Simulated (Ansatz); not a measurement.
A surface is cut from this relaxed crystal of Re:

```
Re
1.0
     2.77482    0.00000    0.00000
    -1.38741    2.40307    0.00000
     0.00000    0.00000    4.48422
Re
2
Direct
  0.33333 0.66667 0.25000
  0.66667 0.33333 0.75000
```

Miller indices refer to the conventional cell of P6_3/mmc (No. 194), a = 2.775 Å, b = 2.775 Å, c = 4.484 Å, α = 90.00°, β = 90.00°, γ = 120.00°.

The (001) slab of 6 planes, 11.2 Å thick with 15 Å of vacuum as cut; outer planes Re (top) and Re (bottom).

All numbers below come from Ansatz, DFT PBE, scalar-relativistic, plane waves, PAW. Cutoff 420 eV; k points 15×15×1 on the computed 6-atom cell (Γ-centred); Gaussian smearing, width 0.10 eV; no spin polarisation. A dipole correction removes the field between periodic images along c.

With the atoms at the bulk's places:

```yaml
Surface_energy_mean_of_both_faces: 2.91 J/m²
Work_function: 5.03 eV
```

Q: What changes when all atoms relax within this surface cell and its symmetry?

A: The energy falls by 0.281 J/m² a face, and the largest move is 0.09 Å.

```yaml
Surface_energy_mean_of_both_faces: 2.63 J/m²
Work_function: 4.90 eV
```

| plane (bottom to top) | atoms | spacing to next, bulk (Å) | relaxed (Å) | change (%) |
| --- | --- | --- | --- | --- |
| 1 | Re | 2.242 | 2.099 | -6.4 |
| 2 | Re | 2.242 | 2.334 | +4.1 |
| 3 | Re | 2.242 | 2.163 | -3.5 |
| 4 | Re | 2.242 | 2.334 | +4.1 |
| 5 | Re | 2.242 | 2.099 | -6.4 |
| 6 | Re |  |  |  |

Spin–orbit coupling is left out, which can shift energies with elements as heavy as these.